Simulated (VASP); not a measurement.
**VASP inputs for PtS2 (strained measured structure)**

INCAR

```
GGA = PE
LREAL = .FALSE.
NBANDS = 18
ENCUT = 520
EDIFF = 1E-7
NSW = 0
ISIF = 2
LASPH = .TRUE.
PREC = Accurate
NELM = 120
LWAVE = .FALSE.
SIGMA = 0.02
LCHARG = .FALSE.
IBRION = -1
ISMEAR = -1
```

KPOINTS

```
KPOINTS created by Atomic Simulation Environment
0
Gamma
12 12 6
0 0 0
```

KPOINTS_OPT

```
special points
8
Reciprocal
0.0000000000 0.0000000000 0.0000000000 1
0.5000000000 0.0000000000 0.0000000000 1
0.3333333333 0.3333333333 0.0000000000 1
0.0000000000 0.0000000000 0.5000000000 1
0.5000000000 0.0000000000 0.5000000000 1
0.3333333333 0.3333333333 0.5000000000 1
0.0000000000 0.2500000000 0.3333333333 1
0.0000000000 0.2877600000 0.2994790000 1
```

POSCAR

```
Pt S
 1.0000000000000000
     3.3792560388041726    0.0000000000000000    0.0000000000000000
    -1.6896280194020863    2.9265215754963863    0.0000000000000000
     0.0000000000000000    0.0000000000000000    4.8728364795000001
 Pt  S
   1   2
Cartesian
 -0.0000000000000000  0.0000000000000000 -0.0000000000000000
  0.0000000000000001  1.9510143836642575  1.2986676876206653
  1.6896280194020863  0.9755071918321288  3.5741687918793357
```

VASP ran with the recommended PBE PAW datasets (22 valence electrons in the cell).

Estimate the main results of this run.

gap between bands v and c 0.29 eV; least direct gap 0.64 eV; pressure 18.7 GPa; largest force 0.18 eV/Å.

Band v is the last that the valence electrons fill when counted band by band, and c is the next. Levels in eV from the top of v:

| point | v−1 | v | c | c+1 |
| --- | --- | --- | --- | --- |
| Γ | -1.24 | 0.00 | 1.45 | 1.45 |
| M | -3.42 | -2.75 | 1.03 | 2.58 |
| K | -1.56 | -1.56 | 0.31 | 0.31 |
| A | -1.76 | -1.39 | 2.54 | 2.54 |
| L | -2.79 | -1.79 | 0.95 | 2.45 |
| H | -2.52 | -2.52 | 2.24 | 2.24 |
